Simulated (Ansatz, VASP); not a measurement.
# Ni in VASP and in Ansatz

```
Ni
1.0
     0.00000    3.53470    3.53470
     1.76735    0.00000    1.76735
     1.76735    1.76735    0.00000
Ni
2
Direct
  0.00000 0.00000 0.00000
  0.50000 0.00000 0.00000
```

Alike in both runs: task single point; functional PBE; k mesh 6 × 12 × 12; occupations fermi-dirac, width 0.05 eV; no spin polarisation.

|  | VASP | Ansatz |
| --- | --- | --- |
| version | VASP 6.6.1 | Ansatz 0.2.0 |
| potentials or method | VASP PAW PBE potentials, release 64 (Ni) | PAW, plane waves, scalar-relativistic |
| plane-wave cutoff (eV) | 520 | 420 |
| valence electrons in the cell | 20 | 36 |

VASP gave:

| Item | Value |
| --- | --- |
| pressure (GPa) | -3.8 |

Question: What did Ansatz give for the same quantities?

Answer: Pressure (GPa): -3.9.

The two sets of potentials don't hold the same shells in valence.

Caveats: the run has no spin polarisation, though such a crystal can be magnetic. Spin polarisation is off, so any magnetic state and its effect on volume and gap are missing.
